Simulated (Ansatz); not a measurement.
The cell is Al₂O₃ in the corundum structure; cell and atoms were relaxed with r2SCAN. It is trigonal, R-3c (No. 167); conventional cell a = 4.759 Å, c = 12.995 Å, 8.49 Å³ an atom. Around Al lie 6 O at 1.86–1.97 Å; around O lie 4 Al at 1.86–1.97 Å.

The questions ask for values computed with Ansatz on this geometry. No spin polarisation and no zero-point or thermal motion.

Given (6×6×6 mesh): With PBE the gap is 6.24 eV and direct, at Γ.

Task: How does the gap change from PBE to HSE06 (4×4×4)?

Result: With HSE06 the gap is 8.11 eV and direct, at Γ. The gap differs by +1.87 eV from PBE's.

Task: What does DDH-PBE0 give for the gap (4×4×4 mesh)?

Result: With DDH-PBE0 the gap is 9.49 eV and direct, at Γ. The share of exact exchange is 0.309. The gap differs by +3.25 eV from PBE's.

Task: How does the gap change from PBE to PBE0 (4×4×4)?

Result: With PBE0 the gap is 8.86 eV and direct, at Γ. The gap differs by +2.62 eV from PBE's.

Task: How does the gap change from PBE to LC-ωPBE (4×4×4)?

Result: The LC-ωPBE gap is direct at Γ: 13.92 eV. The gap differs by +7.68 eV from PBE's.

Task: How strongly does the crystal screen a field with clamped ions (PBE)?

Result: ε∞: 3.25 along x and y, 3.21 along z. Born charges, averaged over directions: Al +2.97, O -1.98 e.

Task: Relaxed again with PBEsol, is the cell stable at the zone centre, and where do its optical modes lie?

Result: The zone-centre optical frequencies run from 297 to 731 cm⁻¹, none imaginary (the rest of the zone wasn't tested). With the long-range field the highest mode reaches 878 cm⁻¹.

Task: How do these values compare with experiment?

Result:
Calculation and measurement side by side:
- Gap, measured 8.7 eV (optical): PBE 6.24 (-2.46), HSE06 8.11 (-0.59), DDH-PBE0 9.49 (+0.79), PBE0 8.86 (+0.16), LC-ωPBE 13.92 (+5.22) eV. Source: 8.7 eV (optical band gap of host from absorption; optical absorption, quoted from earlier work; literature value quoted for a high-purity sample; optical absorption edge, temperature not stated, exciton effects not separated; quoted in “Multi-petahertz electron interference in Cr:Al₂O₃ solid-state material”, 2018, pmc:5906618).
Measured gaps include zero-point and thermal shifts, optical ones also the exciton binding, and spin-orbit coupling, which these levels lack. Reports marked as nanostructured, strained, doped, implanted or mixed samples, and transport gaps, were set aside.

The meshes of the hybrids are coarse, so their gaps aren't converged to the digits shown.
